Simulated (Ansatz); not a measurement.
What does this script print? It uses the Ansatz DFT code, driven from Python.

`lapw_csbr.py`
```python
# -*- coding: utf-8 -*-
import ansatz as az
import numpy as np

vectors = np.array([
    [4.286, 0.0, 0.0],
    [0.0, 4.286, 0.0],
    [0.0, 0.0, 4.286],
])
crystal = (
    az.Lattice.of(vectors)
    .atom("Cs", [0.0, 0.0, 0.0])
    .atom("Br", [0.5, 0.5, 0.5])
)

job = (
    crystal.calculation()
    .functional("pbe")
    .kpoints(5, center="gamma")
    .occupations("Fixed")
    .pseudopotentials("all_electron", lapw=True)
    .stress()
)
session = job.session()
planned = session.plan(threads=1)
done = planned.execute()
rep = done.report

energy = rep["free_energy_ev"]
print("CsBr: {:.6f} eV = {:.6f} Ry = {:.6f} Ha".format(energy, energy / 13.605693, energy / 27.211386))
print("Fermi level {:.4f} eV, {} k-points, {} symmetry operations".format(rep["fermi_energy_ev"], rep["n_kpoints"], rep["n_symmetry_ops"]))

sigma = rep["stress_gpa"]
voigt = [sigma[0][0], sigma[1][1], sigma[2][2], sigma[1][2], sigma[0][2], sigma[0][1]]
print("stress xx yy zz yz xz xy (GPa, compression positive):", " ".join(f"{s:.3f}" for s in voigt))
print("P =", round(10 * float(np.mean(voigt[:3])), 2), "kbar")

print(job.to_yaml())

errors = rep["lapw_basis_errors"]
print(f"estimated basis error {1000 * errors['total_ev_per_atom']:.3f} meV/atom, target {1000 * errors['basis_error_target_ev_per_atom']:.3f}")
for sphere in errors["spheres"]:
    print(f"  {sphere['species']:2s} muffin-tin radius {sphere['muffin_tin_radius_ang']:.3f} A, core shells {sphere['core_shells']}")
```

```console
$ python lapw_csbr.py
CsBr: -282814.224709 eV = -20786.462307 Ry = -10393.231154 Ha
Fermi level 5.4911 eV, 10 k-points, 48 symmetry operations
stress xx yy zz yz xz xy (GPa, compression positive): 1.053 1.053 1.053 0.000 0.000 -0.000
P = 10.53 kbar
crystal:
  lattice:
    - [4.286, 0.0, 0.0]
    - [0.0, 4.286, 0.0]
    - [0.0, 0.0, 4.286]
  atoms:
    - { symbol: Cs, position: [0.0, 0.0, 0.0] }
    - { symbol: Br, position: [0.5, 0.5, 0.5] }
kpoints:
  mp_grid:
    grid: [5, 5, 5]
    shift: [0.0, 0.0, 0.0]
hamiltonian:
  xc: pbe
  pseudopotentials:
    kind: all_electron
    lapw: {}
scf:
  occupations:
    method: fixed
output:
  stress: true

estimated basis error 0.113 meV/atom, target 0.250
  Br muffin-tin radius 1.825 A, core shells 4
  Cs muffin-tin radius 1.887 A, core shells 6
```

Caveats:
- All-electron totals depend on functional, relativistic treatment and basis; only differences at equal settings carry meaning.
- The Fermi level of a run with fixed occupations marks the highest occupied state on its mesh, not mid-gap.
- An absolute Fermi energy rests on an arbitrary zero of the periodic potential and has no direct meaning.
- Of the deposited cell: the entry's cell lengths or inner coordinates differ somewhat from later room-temperature determinations.
- The structure is a deposited one; some such entries were measured under pressure or heat, so a shift against it needn't be the functional's error alone.
- Hardware and time: 2 s on 1 thread of AMD EPYC 9R45 96-Core Processor (Zen 5), on a shared host, peak memory 0.36 GiB.
